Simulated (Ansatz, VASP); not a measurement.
**Ca in VASP and in Ansatz**

```
Ca
1.0
     3.37398    0.00000    0.00000
     0.00000    3.37398    0.00000
     0.00000    0.00000    3.37398
Ca
1
Direct
  0.00000 0.00000 0.00000
```

Alike in both runs: task single point; functional PBEsol; k mesh 12 × 12 × 12; occupations gaussian, width 0.1 eV; no spin polarisation.

```csv
,VASP,Ansatz
version,VASP 6.6.1,Ansatz 0.2.0
potentials or method,"VASP PAW PBE potentials, release 64 (Ca_sv)","scalar-relativistic, plane waves, PAW"
plane-wave cutoff (eV),520,420
valence electrons in the cell,10,10
```

|  | VASP | Ansatz | Ansatz less VASP |
| --- | --- | --- | --- |
| gap on the k mesh at the Fermi level (eV) | none | none | - |
| pressure (GPa) | 0.9 | 0.9 | +0.01 |

A gap of «none» marks a metal or a gap that the smearing closes.

Caveats: the PAW data sets were made with another functional, which shifts forces and pressure a little (VASP).
